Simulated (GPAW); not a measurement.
# Does VGa15Sb16 (GaSb32 V1) carry moments in GPAW?, part 2 of 2

Aim: find out whether VGa15Sb16 (GaSb32 V1) carries moments when they start parallel, and what they gain.

GPAW 26.7.0; PBE; plane waves with GPAW's PAW setups, scalar-relativistic.

So far. Step 2 (Run 1 (ferro +)): After 29 cycles the largest moment stands at 1.87 μB.

## (3) Order 2, typed as no spin polarisation

This run holds no moments, which gives a state to set the others against.

Input file nospin.py:

```python
import json
import numpy as np
from ase import Atoms
from ase.parallel import paropen, parprint
from gpaw import GPAW

atoms = Atoms(['V', 'Sb', 'Ga', 'Sb', 'Ga', 'Sb', 'Ga', 'Sb', 'Ga', 'Sb', 'Ga', 'Sb', 'Ga', 'Sb', 'Ga', 'Sb', 'Ga', 'Sb', 'Ga', 'Sb', 'Ga', 'Sb', 'Ga', 'Sb', 'Ga', 'Sb', 'Ga', 'Sb', 'Ga', 'Sb', 'Ga', 'Sb'],
    cell=[[12.192, 0.0, 0.0],
         [0.0, 12.192, 0.0],
         [0.0, 0.0, 6.096]],
    scaled_positions=[[0.0, 0.0, 0.0],
         [0.125, 0.125, 0.25],
         [0.0, 0.25, 0.5],
         [0.125, 0.375, 0.75],
         [0.25, 0.0, 0.5],
         [0.375, 0.125, 0.75],
         [0.25, 0.25, 0.0],
         [0.375, 0.375, 0.25],
         [0.0, 0.5, 0.0],
         [0.125, 0.625, 0.25],
         [0.0, 0.75, 0.5],
         [0.125, 0.875, 0.75],
         [0.25, 0.5, 0.5],
         [0.375, 0.625, 0.75],
         [0.25, 0.75, 0.0],
         [0.375, 0.875, 0.25],
         [0.5, 0.0, 0.0],
         [0.625, 0.125, 0.25],
         [0.5, 0.25, 0.5],
         [0.625, 0.375, 0.75],
         [0.75, 0.0, 0.5],
         [0.875, 0.125, 0.75],
         [0.75, 0.25, 0.0],
         [0.875, 0.375, 0.25],
         [0.5, 0.5, 0.0],
         [0.625, 0.625, 0.25],
         [0.5, 0.75, 0.5],
         [0.625, 0.875, 0.75],
         [0.75, 0.5, 0.5],
         [0.875, 0.625, 0.75],
         [0.75, 0.75, 0.0],
         [0.875, 0.875, 0.25]],
    pbc=True)
atoms.calc = GPAW(mode={'name': 'pw', 'ecut': 450},
    xc='PBE',
    kpts={'size': (3, 3, 5), 'gamma': True},
    occupations={'name': 'fermi-dirac', 'width': 0.05},
    convergence={'density': 1e-05, 'energy': 1e-05},
    maxiter=200,
    mixer={'name': 'pulay', 'beta': 0.05, 'nmaxold': 6, 'weight': 50},
    symmetry={'tolerance': 1e-4},
    txt='nospin.txt')
e = atoms.get_potential_energy(force_consistent=True)
res = {'free_energy': e, 'energy_sigma0': atoms.get_potential_energy(), 'fermi_energy': atoms.calc.get_fermi_level()}
parprint(f'free energy: {e:.6f} eV')
atoms.calc.write('nospin.gpw')
with paropen('results.json', 'w') as f:
    json.dump(res, f)
```

Launch:

```sh
$ OMP_NUM_THREADS=1 mpirun -n 4 gpaw python nospin.py > nospin.log
```

Numbers of over 12 decimals in the logs are rounded to 6 here.

The program printed:

```text
free energy: -124.943312 eV

--- nospin.txt ---
Input parameters:
  mode=PW(ecut=450),
  convergence={'density': 1e-05, 'energy': 1e-05},
  kpts=MonkhorstPack(size=(3, 3, 5), gamma=True),
  maxiter=200,
  mixer=Pulay(name='pulay', nmaxold=6, beta=0.05, weight=50, sigma=0.015, g_ss=None),
  occupations=Occupations(name='fermi-dirac', width=0.05),
  symmetry=Symmetry(tolerance=0.0001),
  xc=XC(name='PBE')

Diagonalizing LCAO Hamiltonian
Converting LCAO to pw mode
        .-----------------------------.
       /|                             |
      / |                             |
     /  |  Sb             Sb          |
    /   |        Sb             Sb    |
   /  Ga|            Ga               |
  /    Sb         Sb  Sb         Sb   |
 *      .---Ga-------------Ga---------.
 |     / Sb  Sb         Sb  Sb       /
 | Ga /       Ga  Ga         Ga     /
 |   Ga Ga     Sb   Ga Ga     Sb   /
 |  / Sb             Sb           /
 | /      Ga             Ga      /
 |/                             /
 V--------------Ga-------------*

Atoms  # Å, Bohr magnetons
|    | symbol |         x |         y |        z |    initial magnetic moments |
|----|--------|-----------|-----------|----------|-----------------------------|
|  0 |      V |  0.000000 |  0.000000 | 0.000000 | ( 0.0000,  0.0000,  0.0000) |
|  1 |     Sb |  1.524000 |  1.524000 | 1.524000 | ( 0.0000,  0.0000,  0.0000) |
|  2 |     Ga |  0.000000 |  3.048000 | 3.048000 | ( 0.0000,  0.0000,  0.0000) |
|  3 |     Sb |  1.524000 |  4.572000 | 4.572000 | ( 0.0000,  0.0000,  0.0000) |
|  4 |     Ga |  3.048000 |  0.000000 | 3.048000 | ( 0.0000,  0.0000,  0.0000) |
|  5 |     Sb |  4.572000 |  1.524000 | 4.572000 | ( 0.0000,  0.0000,  0.0000) |
|  6 |     Ga |  3.048000 |  3.048000 | 0.000000 | ( 0.0000,  0.0000,  0.0000) |
|  7 |     Sb |  4.572000 |  4.572000 | 1.524000 | ( 0.0000,  0.0000,  0.0000) |
|  8 |     Ga |  0.000000 |  6.096000 | 0.000000 | ( 0.0000,  0.0000,  0.0000) |
|  9 |     Sb |  1.524000 |  7.620000 | 1.524000 | ( 0.0000,  0.0000,  0.0000) |
| 10 |     Ga |  0.000000 |  9.144000 | 3.048000 | ( 0.0000,  0.0000,  0.0000) |
| 11 |     Sb |  1.524000 | 10.668000 | 4.572000 | ( 0.0000,  0.0000,  0.0000) |
| 12 |     Ga |  3.048000 |  6.096000 | 3.048000 | ( 0.0000,  0.0000,  0.0000) |
| 13 |     Sb |  4.572000 |  7.620000 | 4.572000 | ( 0.0000,  0.0000,  0.0000) |
| 14 |     Ga |  3.048000 |  9.144000 | 0.000000 | ( 0.0000,  0.0000,  0.0000) |
| 15 |     Sb |  4.572000 | 10.668000 | 1.524000 | ( 0.0000,  0.0000,  0.0000) |
| 16 |     Ga |  6.096000 |  0.000000 | 0.000000 | ( 0.0000,  0.0000,  0.0000) |
| 17 |     Sb |  7.620000 |  1.524000 | 1.524000 | ( 0.0000,  0.0000,  0.0000) |
| 18 |     Ga |  6.096000 |  3.048000 | 3.048000 | ( 0.0000,  0.0000,  0.0000) |
| 19 |     Sb |  7.620000 |  4.572000 | 4.572000 | ( 0.0000,  0.0000,  0.0000) |
| 20 |     Ga |  9.144000 |  0.000000 | 3.048000 | ( 0.0000,  0.0000,  0.0000) |
| 21 |     Sb | 10.668000 |  1.524000 | 4.572000 | ( 0.0000,  0.0000,  0.0000) |
| 22 |     Ga |  9.144000 |  3.048000 | 0.000000 | ( 0.0000,  0.0000,  0.0000) |
| 23 |     Sb | 10.668000 |  4.572000 | 1.524000 | ( 0.0000,  0.0000,  0.0000) |
| 24 |     Ga |  6.096000 |  6.096000 | 0.000000 | ( 0.0000,  0.0000,  0.0000) |
| 25 |     Sb |  7.620000 |  7.620000 | 1.524000 | ( 0.0000,  0.0000,  0.0000) |
| 26 |     Ga |  6.096000 |  9.144000 | 3.048000 | ( 0.0000,  0.0000,  0.0000) |
| 27 |     Sb |  7.620000 | 10.668000 | 4.572000 | ( 0.0000,  0.0000,  0.0000) |
| 28 |     Ga |  9.144000 |  6.096000 | 3.048000 | ( 0.0000,  0.0000,  0.0000) |
| 29 |     Sb | 10.668000 |  7.620000 | 4.572000 | ( 0.0000,  0.0000,  0.0000) |
| 30 |     Ga |  9.144000 |  9.144000 | 0.000000 | ( 0.0000,  0.0000,  0.0000) |
| 31 |     Sb | 10.668000 | 10.668000 | 1.524000 | ( 0.0000,  0.0000,  0.0000) |

Unit cell  # Å
| periodic |         x |         y |        z |   lengths |    angles |
|----------|-----------|-----------|----------|-----------|-----------|
|      yes | 12.192000 |  0.000000 | 0.000000 | 12.192000 | 90.000000 |
|      yes |  0.000000 | 12.192000 | 0.000000 | 12.192000 | 90.000000 |
|      yes |  0.000000 |  0.000000 | 6.096000 |  6.096000 | 90.000000 |

Number of symmetries: 8

BZ-sampling:
  Number of BZ points: 45
  Number of IBZ points: 9

  Monkhorst-Pack size: [3, 3, 5]
  Monkhorst-Pack shift: [0, 0, 0]

Plane wave coefficients: 19692
Cutoff: 450.000000 eV

Spin-components: 1 (collinear spins)
Bands:           183
Projectors:      177
Spin-degeneracy: 2
Datatype:        complex128

Parallelization:
  kpt:    2
  domain: 2
  band:   1

Density:
  Valence electrons: 298.0
  Components: 1
  Grid points: [60 60 30]
  Charge: 0.0  # |e|

Potential:
  Grid points: [60 60 30]

[... setups left out ...]
Reference energy: -3639595.500463  # eV

eigensolver:
  PPCG
  Converge bands: occupied
  niter=2

density mixing:
  Pulay-Mixer
  Linear mixing parameters: 0.05
  Old densities: 6
  Fourier metric: weight=50, sigma=0.015

occupation numbers:
  Fermi-Dirac:
    width: 0.0500  # eV

poisson solver:
  ecut: 3600.000000  # eV

xc functional:
  name: PBE with 2 nearest neighbor stencil

convergence criteria:
- Maximum integral of absolute [dens]ity change: 1e-05 electrons / valence electron
- Maximum [total energy] change in last 3 cyles: 1e-05 eV / valence electron
- Maximum integral of absolute [eigenst]ate change: 4e-08 eV^2 / valence electron
maximum number of iterations: 200

SCF iterations
|iter     |      energy | eigst |  dens |
|---------|-------------|-------|-------|
|iter:   1|       0s | -125.830338 | +0.67 |       |
|iter:   2|      15s | -125.347135 | -0.82 | -1.26 |
|iter:   3|      30s | -125.219997 | -1.93 | -1.32 |
|iter:   4|      45s | -126.450891 | -1.15 | -1.34 |
|iter:   5|      59s | -125.117307 | -1.63 | -1.67 |
|iter:   6|      74s | -124.930278 | -2.21 | -1.79 |
|iter:   7|      89s | -124.941350 | -2.49 | -2.14 |
|iter:   8|     103s | -124.899863 | -2.86 | -2.27 |
|iter:   9|     118s | -124.902019 | -3.49 | -2.50 |
|iter:  10|     133s | -124.897506 | -3.77 | -2.58 |
|iter:  11|     147s | -124.897766 | -4.10 | -2.76 |
|iter:  12|     162s | -124.897684c| -4.64 | -3.00 |
|iter:  13|     177s | -124.897694c| -4.63 | -3.24 |
|iter:  14|     191s | -124.897688c| -5.62 | -3.44 |
|iter:  15|     206s | -124.897678c| -5.72 | -3.53 |
|iter:  16|     221s | -124.897691c| -6.46 | -3.54 |
|iter:  17|     236s | -124.897771c| -5.63 | -3.58 |
|iter:  18|     250s | -124.897773c| -6.47 | -4.23 |
|iter:  19|     265s | -124.897775c| -6.76 | -4.29 |
|iter:  20|     273s | -124.897777c| -7.50c| -4.35 |
|iter:  21|     287s | -124.897780c| -6.99 | -4.39 |
|iter:  22|     302s | -124.897780c| -7.27 | -4.66 |
|iter:  23|     310s | -124.897780c| -8.17c| -4.92 |
|iter:  24|     318s | -124.897780c| -7.88c| -4.98 |
|iter:  25|     326s | -124.897780c| -7.76c| -5.28c|

Converged in 25 steps
Energy contributions relative to reference atoms: (reference = -3639595.500463)

Energy contributions:
  Kinetic:         214.384952
  Coulomb:        -188.716134
  Zero:              3.465072
  External:          0.000000
  Xc:             -153.986138
  Entropy:          -0.091064
  Spinorbit:         0.000000
  ----------------------------
  Free energy:    -124.943312
  Extrapolated:   -124.897780

dipole moment: (-122.725468, -122.725468, -123.777593)  # |e|*Ang

Fermi level: 5.141
Eigenvalues  # (at kpt = [0.000, 0.000, 0.000])
| band index |      eig [eV] | occ [0-2] |
|------------|---------------|-----------|
|          0 |       -59.215 |     2.000 |
|        ... |               |           |
|        142 |         3.740 |     2.000 |
|        143 |         3.740 |     2.000 |
|        144 |         3.754 |     2.000 |
|        145 |         4.627 |     2.000 |
|        146 |         4.664 |     2.000 |
|        147 |         4.664 |     2.000 |
|        148 |         4.910 |     1.981 |
|        149 |         4.928 |     1.972 |
|        150 |         5.324 |     0.050 |
|        151 |         5.919 |     0.000 |
|        152 |         5.935 |     0.000 |
|        153 |         5.935 |     0.000 |
|        154 |         6.037 |     0.000 |
|        155 |         6.088 |     0.000 |
|        156 |         6.218 |     0.000 |
|        157 |         6.248 |     0.000 |
|        ... |               |           |
|        182 |         9.647 |     0.000 |

No gap
No difference between direct/indirect transitions
```

The job ended after 5.9 min (4 MPI ranks of AMD EPYC 7B13 (Zen 3), shared host; peak memory 2.1 GiB).

Numbers from this step:

| Quantity | Value |
| --- | --- |
| final state | non-magnetic (no spin polarisation) |

It lies 667 meV a seeded atom over the first start.

## (4) Energies of the orders

These are free energies at a smearing of 0.05 eV, so its entropy term is in the differences. They are divided by the number of seeded atoms, so that cells of unlike size compare.

Orders:

| start | final state | typed order kept | energy over the lowest (meV a seeded atom) | largest site moment (μB) | net moment (μB a primitive cell) | mesh matched | CPU time (s) |
| --- | --- | --- | --- | --- | --- | --- | --- |
| ferro + | ferromagnetic | yes | 0 | 1.866 | 2.002 | yes | 2950 |
| no spin polarisation | non-magnetic | - | 667.5 | 0 | 0 | yes | 1416 |

## (5) What came out

```yaml
lower_run: with moments
largest_site_moment: 1.87 μB
energy_gained_by_spin_polarisation: 667 meV a seeded atom
```

In words: The crystal holds moments, up to 1.87 μB, and gains 667 meV a seeded atom by them. No antiferromagnetic order was tried, so the session says nothing on how the moments order.

[Logs and program files are shortened in this print: banners, set-up blocks, solver, clock and traceback lines can be left out without a mark of their own.]

[Logs are printed without paths, hosts, clocks, repeated set-up lines and the standing remarks that a program may print on its own settings, such as how far it seeks lower states.]

[Hosts, paths, dates, database ids (printed as entryN), source tags and the programs' standing remarks are cut or masked in the printed files.]

[Where a cell is said to come from a database of computed structures, the database is the Materials Project.]
